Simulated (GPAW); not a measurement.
# GaN (F-43m) in GPAW: a series of runs

One crystal, GaN, is run at these levels: PBEsol+D3, C09-vdW, PBEint, LDA; tasks: equation of state, band structure, dielectric tensor.

All numbers are computed with GPAW 26.7.0; they aren't measurements. Logs are shortened: lines on timing, memory, paths and dates and some standing lists are left out, and cuts for length are marked. The log counts tension as positive stress, the text compression.

**The experiment to reproduce.**

From a printed reference work, textbook, for a bulk crystal of GaN at 0 K: band gap 3.299 eV (direct).

The runs below are set against these values where they give the same quantity.

**1. The structure**

It takes space group F-43m (No. 216, cubic). The conventional cell has a = 4.507 Å, b = 4.507 Å, c = 4.507 Å, α = 90.00°, β = 90.00°, γ = 90.00°. Ga (site symmetry -43m) is surrounded by 4 N at 1.95 Å. Around N (site symmetry -43m) lie 4 Ga at 1.95 Å.

The cell is a database's computed one.

**2. Equation of state, PBEsol+D3**

The input, run.py:

```python
from ase.calculators.mixing import SumCalculator
from ase.eos import EquationOfState
from ase.io import Trajectory, read
from ase.units import GPa
from dftd3.ase import DFTD3
from gpaw import GPAW, PW, setup_paths

setup_paths.insert(0, '.')

atoms = read('GaN.cif')

traj = Trajectory('eos.traj', 'w')
volumes, energies = [], []
for x in [0.94, 0.96, 0.98, 1.0, 1.02, 1.04, 1.06]:
    a = atoms.copy()
    a.set_cell(atoms.cell * x**(1 / 3), scale_atoms=True)
    calc = GPAW(mode=PW(800),
                xc='PBEsol',
                kpts={'size': (10, 10, 10), 'gamma': True},
                occupations={'name': 'fermi-dirac', 'width': 0.05},
                nbands=11,
                convergence={'density': 1e-05, 'energy': 1e-05},
                maxiter=150,
                txt=f'eos-{x:.2f}.txt')
    a.calc = SumCalculator([calc, DFTD3(method='pbesol', damping='d3zero')])
    energies.append(a.get_potential_energy())
    volumes.append(a.get_volume())
    p = -a.get_stress()[:3].mean() / GPa
    calc.write(f'eos-{x:.2f}.gpw')
    traj.write(a)
    print(f'{x:.2f} {volumes[-1]:10.4f} A^3 {energies[-1]:14.6f} eV {p:9.3f} GPa', flush=True)

v0, e0, B = EquationOfState(volumes, energies, eos='birchmurnaghan').fit()
print(f'V0 = {v0:.4f} A^3, E0 = {e0:.6f} eV, B0 = {B / GPa:.2f} GPa')
```

The input, GaN.cif:

```cif
data_GaN
_cell_length_a 3.18693112
_cell_length_b 3.18693112
_cell_length_c 3.18693112
_cell_angle_alpha 60.00000000
_cell_angle_beta 60.00000000
_cell_angle_gamma 60.00000000
_space_group_name_H-M_alt 'P1'
_space_group_name_Hall 'P 1'
_space_group_IT_number 1
loop_
_space_group_symop_operation_xyz
'x,y,z'
loop_
_atom_site_label
_atom_site_type_symbol
_atom_site_symmetry_multiplicity
_atom_site_Wyckoff_symbol
_atom_site_fract_x
_atom_site_fract_y
_atom_site_fract_z
_atom_site_occupancy
Ga1 Ga 1 a 0.0000000000 0.0000000000 0.0000000000 1
N1 N 1 a 0.2500000000 0.2500000000 0.2500000000 1
```

Potentials or basis: PAW data sets generated in the run's folder for this functional, pw.

Command:

```console
$ gpaw-setup -f PBEsol Ga N
$ OMP_NUM_THREADS=1 python run.py
```

Output:

```text
__  _  _
 | _ |_)|_||  |
 |__||  | ||/\| - 26.7.0

Input parameters:
  mode=PW(ecut=800.0),
  convergence={'density': 1e-05, 'energy': 1e-05},
  kpts=MonkhorstPack(size=(10, 10, 10), gamma=True),
  maxiter=150,
  nbands=11,
  occupations=Occupations(name='fermi-dirac', width=0.05),
  xc=XC(name='PBEsol')

Diagonalizing LCAO Hamiltonian
Converting LCAO to pw mode

            N
       Ga

Atoms  # Å, Bohr magnetons
|   | symbol |        x |        y |        z |    initial magnetic moments |
|---|--------|----------|----------|----------|-----------------------------|
| 0 |     Ga | 0.000000 | 0.000000 | 0.000000 | ( 0.0000,  0.0000,  0.0000) |
| 1 |      N | 1.560937 | 0.901207 | 0.637250 | ( 0.0000,  0.0000,  0.0000) |

Unit cell  # Å
| periodic |        x |        y |        z |  lengths |    angles |
|----------|----------|----------|----------|----------|-----------|
|      yes | 3.121873 | 0.000000 | 0.000000 | 3.121873 | 60.000000 |
|      yes | 1.560937 | 2.703622 | 0.000000 | 3.121873 | 60.000000 |
|      yes | 1.560937 | 0.901207 | 2.548999 | 3.121873 | 60.000000 |

Number of symmetries: 24
Symmetry operations  # r_c * U_cc + t_c -> r_c
|    | kind |            matrix            |
|----|------|------------------------------|
|  0 |  E   |  1, 0, 0,  0, 1, 0,  0, 0, 1 |
|  1 |  σ   |  1, 0, 0,  0, 0, 1,  0, 1, 0 |
|  2 |  σ   |  1, 0,-1,  0, 1,-1,  0, 0,-1 |
|  3 |  C3  |  1, 0,-1,  0, 0,-1,  0, 1,-1 |
|  4 |  C3  |  1,-1, 0,  0,-1, 1,  0,-1, 0 |
|  5 |  σ   |  1,-1, 0,  0,-1, 0,  0,-1, 1 |
|  6 |  σ   |  0, 1, 0,  1, 0, 0,  0, 0, 1 |
|  7 |  C3  |  0, 1, 0,  0, 0, 1,  1, 0, 0 |
|  8 |  C2  |  0, 1,-1,  1, 0,-1,  0, 0,-1 |
|  9 |  S4  |  0, 1,-1,  0, 0,-1,  1, 0,-1 |
| 10 |  C3  |  0, 0, 1,  1, 0, 0,  0, 1, 0 |
| 11 |  σ   |  0, 0, 1,  0, 1, 0,  1, 0, 0 |
| 12 |  S4  |  0, 0,-1,  1, 0,-1,  0, 1,-1 |
| 13 |  C3  |  0, 0,-1,  0, 1,-1,  1, 0,-1 |
| 14 |  S4  |  0,-1, 1,  1,-1, 0,  0,-1, 0 |
| 15 |  C2  |  0,-1, 1,  0,-1, 0,  1,-1, 0 |
| 16 |  C3  |  0,-1, 0,  1,-1, 0,  0,-1, 1 |
| 17 |  S4  |  0,-1, 0,  0,-1, 1,  1,-1, 0 |
| 18 |  S4  | -1, 1, 0, -1, 0, 1, -1, 0, 0 |
| 19 |  C3  | -1, 1, 0, -1, 0, 0, -1, 0, 1 |
| 20 |  C3  | -1, 0, 1, -1, 1, 0, -1, 0, 0 |
| 21 |  S4  | -1, 0, 1, -1, 0, 0, -1, 1, 0 |
| 22 |  σ   | -1, 0, 0, -1, 1, 0, -1, 0, 1 |
| 23 |  C2  | -1, 0, 0, -1, 0, 1, -1, 1, 0 |

BZ-sampling:
  Number of BZ points: 1000
  Number of IBZ points: 47

  Monkhorst-Pack size: [10, 10, 10]
  Monkhorst-Pack shift: [0.05, 0.05, 0.05]

K-points  # in reciprocal-cell coordinates
|     |                                coordinates |     weight |
|-----|--------------------------------------------|------------|
|   0 | (  0.00000000,   0.00000000,   0.00000000) | 0.00100000 |
|   1 | (  0.10000000,   0.10000000,   0.00000000) | 0.00600000 |
|   2 | (  0.10000000,   0.10000000,   0.10000000) | 0.00800000 |
|   3 | (  0.20000000,   0.10000000,   0.10000000) | 0.01200000 |
|   4 | (  0.20000000,   0.20000000,   0.00000000) | 0.00600000 |
|   5 | (  0.20000000,   0.20000000,   0.10000000) | 0.02400000 |
|   6 | (  0.20000000,   0.20000000,   0.20000000) | 0.00800000 |
|   7 | (  0.30000000,   0.20000000,   0.10000000) | 0.02400000 |
|   8 | (  0.30000000,   0.20000000,   0.20000000) | 0.02400000 |
|   9 | (  0.30000000,   0.30000000,   0.00000000) | 0.00600000 |
| ... |                                            |            |
|  46 | (  0.50000000,   0.50000000,   0.50000000) | 0.00400000 |

Plane wave coefficients: 1117
Cutoff: 800.0 eV

Spin-components: 1 (collinear spins)
Bands:           11
Projectors:      10
Spin-degeneracy: 2
Datatype:        complex128

Parallelization:
  kpt:    1
  domain: 1
  band:   1

Density:
  Valence electrons: 8.0
  Components: 1
  Grid points: [21 21 21]
  Charge: 0.0  # |e|

Potential:
  Grid points: [21 21 21]

species:
  Ga:
    name:    Gallium
    Z:       31.0
    valence: 3
    core:    28
    charge:  0.0  # [|e|]
    compensation charges:
      type: gauss
      rc: 0.37  # [Å]
      lmax: 2
    cutoffs:
      filter: 2.06  # [Å]
      core: 4.17  # [Å]
    projectors
    | kind |    occ | energy [eV] | rcut [Å] |
    |------|--------|-------------|----------|
    |   4s |  2.000 |      -8.959 |    1.164 |
    |   4p |  1.000 |      -2.572 |    1.164 |
    |    s |        |      18.252 |    1.164 |
    |    p |        |      24.640 |    1.164 |
    |    d |        |       0.000 |    1.164 |

    Using partial waves for Ga as LCAO basis

  N:
    name:    Nitrogen
    Z:       7.0
    valence: 5
    core:    2
    charge:  0.0  # [|e|]
    compensation charges:
      type: gauss
      rc: 0.18  # [Å]
      lmax: 2
    cutoffs:
      filter: 1.11  # [Å]
      core: 0.96  # [Å]
    projectors
    | kind |    occ | energy [eV] | rcut [Å] |
    |------|--------|-------------|----------|
    |   2s |  2.000 |     -18.455 |    0.603 |
    |   2p |  3.000 |      -7.035 |    0.529 |
    |    s |        |       8.756 |    0.603 |
    |    p |        |      20.177 |    0.529 |
    |    d |        |       0.000 |    0.577 |

    Using partial waves for N as LCAO basis

Reference energy: -54320.405483  # eV

eigensolver:
  PPCG
  Converge bands: occupied
  niter=2

density mixing:
  MSR1-Mixer
  Pratt-step length: 0.05
  Maximum mixing coefficient: 0.75
  Old densities: 10
  SVD Regularization: 0.005
  Good broyden scale: 1.0
  Trust region scale: 1.0
  Backstep threshold: 4.0
  History deletion threshold: 6.0
  Fourier metric: weight=20.0, sigma=0.015

occupation numbers:
  Fermi-Dirac:
    width: 0.0500  # eV

poisson solver:
  ecut: 6400.0  # eV

xc functional:
  name: PBEsol with 2 nearest neighbor stencil

convergence criteria:
- Maximum integral of absolute [dens]ity change: 1e-05 electrons / valence electron
- Maximum [total energy] change in last 3 cyles: 1e-05 eV / valence electron
- Maximum integral of absolute [eigenst]ate change: 4e-08 eV^2 / valence electron
maximum number of iterations: 150

SCF iterations
|iter     | |      energy | eigst |  dens |
|---------|-|-------------|-------|-------|
|iter:   1| |  -14.683948 | -0.14 |       |
|iter:   2| |  -14.212785 | -2.03 | -0.58 |
|iter:   3| |  -12.893251 | -0.68 | -0.63 |
|iter:   4| |  -12.888586 | -3.05 | -1.33 |
|iter:   5| |  -12.887981 | -3.40 | -1.61 |
|iter:   6| |  -12.887989 | -5.71 | -2.86 |
|iter:   7| |  -12.887996c| -6.47 | -3.22 |
|iter:   8| |  -12.887996c| -8.07c| -4.30 |
|iter:   9| |  -12.887996c| -8.63c| -5.01c|

Converged in 9 steps
Energy contributions relative to reference atoms: (reference = -54320.405483)

Energy contributions:
  Kinetic:          44.932379
  Coulomb:         -39.230047
  Zero:              0.154377
  External:          0.000000
  Xc:              -18.744705
  Entropy:          -0.000000
  Spinorbit:         0.000000
  ----------------------------
  Free energy:     -12.887996
  Extrapolated:    -12.887996

dipole moment: (-17.548710, -10.131752, -7.164231)  # |e|*Ang

Fermi level: 7.976
Eigenvalues  # (at kpt = [0.000, 0.000, 0.000])
| band index |      eig [eV] | occ [0-2] |
|------------|---------------|-----------|
|          0 |        -9.377 |     2.000 |
|          1 |         7.018 |     2.000 |
|          2 |         7.018 |     2.000 |
|          3 |         7.018 |     2.000 |
|          4 |         9.222 |     0.000 |
|          5 |        17.733 |     0.000 |
|          6 |        17.733 |     0.000 |
|          7 |        17.733 |     0.000 |
|          8 |        25.337 |     0.000 |
|          9 |        25.767 |     0.000 |
|         10 |        25.814 |     0.000 |

Gap: 2.205 eV
Transition (v -> c):
  (s=0, k=0, n=3, [0.00, 0.00, 0.00]) -> (s=0, k=0, n=4, [0.00, 0.00, 0.00])
No difference between direct/indirect transitions

Stress tensor  # eV/Ang^3
|         x |         y |         z |
|-----------|-----------|-----------|
| -0.144547 |  0.000000 |  0.000000 |
|  0.000000 | -0.144547 |  0.000000 |
|  0.000000 |  0.000000 | -0.144547 |

# Writing to eos-0.94.gpw (mode='')
```

It took 65 s on 1 thread of Intel Xeon Platinum 8559C (Emerald Rapids), shared host; peak memory 0.24 GiB.

What came out:

```
Equilibrium volume                      : 11.69 Å³/atom
Bulk modulus                            : 206 GPa
Pressure derivative of the bulk modulus : 4.8
```

Energy against volume, from the lowest point:
```csv
volume (Å³/atom),energy (meV/atom)
10.757,56.62
10.986,31.01
11.215,13.68
11.444,3.60
11.673,0.00
11.902,2.32
12.131,9.79
```

Caveat: the data sets keep Ga 3d, Li 1s and Be 1s frozen, and some such compounds lay over 1.5 % in volume off other programs.

**3. Equation of state, C09-vdW**

The input, run.py:

```python
from ase.eos import EquationOfState
from ase.io import Trajectory, read
from ase.units import GPa
from gpaw import GPAW, PW

atoms = read('POSCAR')

traj = Trajectory('eos.traj', 'w')
volumes, energies = [], []
for x in [0.94, 0.96, 0.98, 1.0, 1.02, 1.04, 1.06]:
    a = atoms.copy()
    a.set_cell(atoms.cell * x**(1 / 3), scale_atoms=True)
    calc = GPAW(mode=PW(800),
                xc={'name': 'C09-vdW', 'backend': 'libvdwxc'},
                kpts={'size': (10, 10, 10), 'gamma': True},
                occupations={'name': 'fermi-dirac', 'width': 0.05},
                nbands=11,
                convergence={'density': 1e-05, 'energy': 1e-05},
                maxiter=150,
                txt=f'eos-{x:.2f}.txt')
    a.calc = calc
    energies.append(a.get_potential_energy(force_consistent=True))
    volumes.append(a.get_volume())
    calc.write(f'eos-{x:.2f}.gpw')
    traj.write(a)
    print(f'{x:.2f} {volumes[-1]:10.4f} A^3 {energies[-1]:14.6f} eV', flush=True)

v0, e0, B = EquationOfState(volumes, energies, eos='birchmurnaghan').fit()
print(f'V0 = {v0:.4f} A^3, E0 = {e0:.6f} eV, B0 = {B / GPa:.2f} GPa')
```

The input, POSCAR:

```
GaN
1.0
    0.0000000000      2.2535006075      2.2535006075
    2.2535006075      0.0000000000      2.2535006075
    2.2535006075      2.2535006075      0.0000000000
Ga N
1 1
Direct
    0.0000000000      0.0000000000      0.0000000000
    0.2500000000      0.2500000000      0.2500000000
```

Potentials or basis: GPAW PAW data sets (gpaw-data 1.2.1), pw.

Command:

```console
$ OMP_NUM_THREADS=1 python run.py
```

It took 66 s on 1 thread of Intel Xeon Platinum 8559C (Emerald Rapids), shared host; peak memory 0.29 GiB.

The run converged. Its results:

```yaml
Equilibrium_volume: 11.93 Å³/atom
Bulk_modulus: 193 GPa
Pressure_derivative_of_the_bulk_modulus: "4.9 (rough: it moves with the points fitted)"
```

Energy against volume, from the lowest point:
```
volume (Å³/atom)  energy (meV/atom)
          10.757              84.74
          10.986              52.56
          11.215              28.94
          11.444              12.85
          11.673               3.48
          11.902               0.00
          12.131               2.12
```

Caveat: the data sets keep Ga 3d, Li 1s and Be 1s frozen, and some such compounds lay over 1.5 % in volume off other programs; the PAW data sets were made with another functional, which shifts forces and pressure a little.

**4. Band structure, PBEint, spin-orbit coupling, no magnetisation**

The input, run.py:

```python
import numpy as np
from ase.dft.bandgap import bandgap
from ase.io import read, write
from ase.units import GPa
from gpaw import GPAW, PW, setup_paths
from gpaw.spinorbit import soc_eigenstates

setup_paths.insert(0, '.')

atoms = read('GaN.xyz')

calc = GPAW(mode=PW(800),
            xc='GGA_X_PBEINT+GGA_C_PBEINT',
            kpts={'size': (10, 10, 10), 'gamma': True},
            occupations={'name': 'fermi-dirac', 'width': 0.05},
            nbands=11,
            convergence={'density': 1e-05, 'energy': 1e-05},
            maxiter=150,
            txt='gpaw.txt')
atoms.calc = calc
energy = atoms.get_potential_energy()
forces = atoms.get_forces()
stress = atoms.get_stress()
calc.write('gs.gpw')
write('result.traj', atoms)
print(f'Energy: {energy:.6f} eV')
print('Forces (eV/A):')
print(forces.round(4))
print('Stress (GPa):', (stress / GPa).round(3))
print('Fermi level:', round(calc.get_fermi_level(), 4), 'eV')
print(f'Gap: {bandgap(calc)[0]:.4f} eV, direct: {bandgap(calc, direct=True)[0]:.4f} eV')

path = atoms.cell.bandpath('GXWKGLUWLK,UX', npoints=60, eps=1e-4)
bs_calc = calc.fixed_density(kpts=path, symmetry='off', nbands=19,
                             convergence={'bands': 'CBM+6.0', 'eigenstates': 1e-6}, txt='bands.txt')
bs = bs_calc.band_structure()
bs.write('bs.json')
print(f'Gap on the path: {bandgap(bs_calc)[0]:.4f} eV')

soc = soc_eigenstates(bs_calc, theta=90, phi=45)
np.savetxt('soc_bands.dat', soc.eigenvalues(), fmt='%.4f')
mesh = soc_eigenstates('gs.gpw', theta=90, phi=45)
np.savetxt('soc_mesh.dat', mesh.eigenvalues(), fmt='%.4f')
print('Fermi level with spin-orbit coupling:', round(mesh.fermi_level, 4), 'eV')
```

The input, GaN.xyz:

```xyz
2
Lattice="0.0000000000 2.2535006075 2.2535006075 2.2535006075 0.0000000000 2.2535006075 2.2535006075 2.2535006075 0.0000000000" Properties=species:S:1:pos:R:3 pbc="T T T"
Ga     0.0000000000      0.0000000000      0.0000000000
N      1.1267503038      1.1267503038      1.1267503038
```

Potentials or basis: PAW data sets generated in the run's folder for this functional, pw.

Command:

```console
$ gpaw-setup -f GGA_X_PBEINT+GGA_C_PBEINT Ga N
$ OMP_NUM_THREADS=1 python run.py
```

Run time: 19 s. Hardware: 1 thread of Intel Xeon Platinum 8559C (Emerald Rapids), shared host; peak memory 0.24 GiB.

It converged, with:

| Property | Result |
| --- | --- |
| Free energy | -12.5882 eV |
| Pressure | 9.0 GPa |
| Band gap on the k mesh | 1.78 eV, direct |
| Band gap along the path | 1.78 eV, direct |

Levels at the corners of the path, in eV from the valence-band top:
```tsv
point	band 5	band 6	band 7	band 8	band 9	band 10	band 11	band 12
Γ	0.00	0.00	0.00	0.00	1.78	1.78	10.11	10.11
X	-2.71	-2.71	-2.66	-2.66	3.26	3.26	6.70	6.70
W	-3.82	-3.81	-3.66	-3.60	6.19	6.20	8.52	8.53
K	-4.34	-4.30	-2.17	-2.17	4.95	4.95	7.95	7.96
Γ	0.00	0.00	0.00	0.00	1.78	1.78	10.11	10.11
L	-0.99	-0.99	-0.95	-0.95	4.69	4.69	8.74	8.74
U	-4.34	-4.30	-2.17	-2.17	4.95	4.95	7.95	7.96
W	-3.82	-3.81	-3.66	-3.60	6.19	6.20	8.52	8.53
L	-0.99	-0.99	-0.95	-0.95	4.69	4.69	8.74	8.74
K	-4.34	-4.30	-2.17	-2.17	4.95	4.95	7.95	7.96
U	-4.34	-4.30	-2.17	-2.17	4.95	4.95	7.95	7.96
X	-2.71	-2.71	-2.66	-2.66	3.26	3.26	6.70	6.70
```

Caveat: the data sets keep Ga 3d, Li 1s and Be 1s frozen, and some such compounds lay over 1.5 % in volume off other programs; spin-orbit coupling was added after a scalar SCF, so levels and gaps hold it while energy, forces, pressure and moments don't; this program's spin-orbit splittings come out too wide for heavy elements.

[end of part 1 of 2]
